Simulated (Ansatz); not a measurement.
Predict the output of the script below (the Ansatz DFT code, driven from Python).

Script `run_transition.py`:
```python
"""Pressure at which two phases of Rh cross."""

import warnings

import ansatz as az
import numpy as np


def sc(A, a):
    return (
        az.Lattice.cubic(a)
        .space_group(221)
        .atom(A, (0, 0, 0))
    )


def fcc(a_site, a):
    return (
        az.Lattice.fcc(a)
        .space_group(225)
        .atom(a_site, (0, 0, 0))
        .primitive()
    )


def run_phase(name, crystal, pressure=0.0):
    calc = (
        crystal.calculation()
        .functional("PBE", dispersion="d3bjatm")
        .basis(500)
        .kpoints(spacing=0.14)
        .occupations("gaussian", width=0.05)
    )
    calc = calc.relax(force_tolerance=0.02, max_steps=60, cell=True, pressure=pressure)
    return calc.run(threads=1, backend="cpu")


def volume_per_atom(outcome):
    return abs(np.linalg.det(outcome.lattice.cell_ang)) / len(outcome.lattice.sites)

warnings.simplefilter("ignore")

phases = {}
phases["sc"] = sc("Rh", 2.47)
phases["fcc"] = fcc("Rh", 3.8)

# enthalpy per atom at each pressure
pressures = [0, 10, 20, 30]
enthalpy, volume = {name: [] for name in phases}, {name: [] for name in phases}
for p in pressures:
    for name, crystal in phases.items():
        o = run_phase(name, crystal, pressure=p)
        volume[name].append(volume_per_atom(o))
        enthalpy[name].append(o.report["energy_sigma0_ev"] / len(o.lattice.sites) + p * volume[name][-1] / 160.21766)
gap = np.array(enthalpy["fcc"]) - np.array(enthalpy["sc"])
rows = [(p, va, vb, 1000 * d) for p, va, vb, d in zip(pressures, volume["sc"], volume["fcc"], gap)]
print("   P (GPa)  V sc (A^3/atom)  V fcc (A^3/atom)  H(fcc) - H(sc) (meV/atom)")
for row in rows:
    print(f"{row[0]:10d}  {row[1]:15.3f}  {row[2]:16.3f}  {row[3]:+25.1f}")
crossings = [p0 - g0 * (p1 - p0) / (g1 - g0) for p0, p1, g0, g1 in zip(pressures, pressures[1:], gap, gap[1:]) if g0 * g1 < 0]
print("crossing near", [round(float(p), 1) for p in crossings], "GPa") if crossings else print("no crossing in this range")
```

Running `python run_transition.py` prints:
```text
   P (GPa)  V sc (A^3/atom)  V fcc (A^3/atom)  H(fcc) - H(sc) (meV/atom)
         0           15.923            13.734                     -864.0
        10           15.225            13.285                     -992.3
        20           14.671            12.914                    -1107.3
        30           14.214            12.594                    -1212.5
no crossing in this range
```

Reading the output:
- The run is spin-unpolarised.
- At a fixed pressure a relaxation lowers the enthalpy F + PV, while F alone can rise.
- Dispersion corrections can be off by several per cent in the lattices of metals, and by several GPa in the pressure at a fixed cell.
- Only these two structures are compared, at zero temperature and with their symmetry kept; either may be hypothetical, and another phase may be lower than both. Differences under about 40 meV an atom lie within the error of mesh and functional.
- The cells are prototypes set up for this calculation and needn't exist.
- Wall time of the script: 2.1 min on 1 thread of Arm Neoverse V1, on a shared host, peak memory 0.42 GiB.
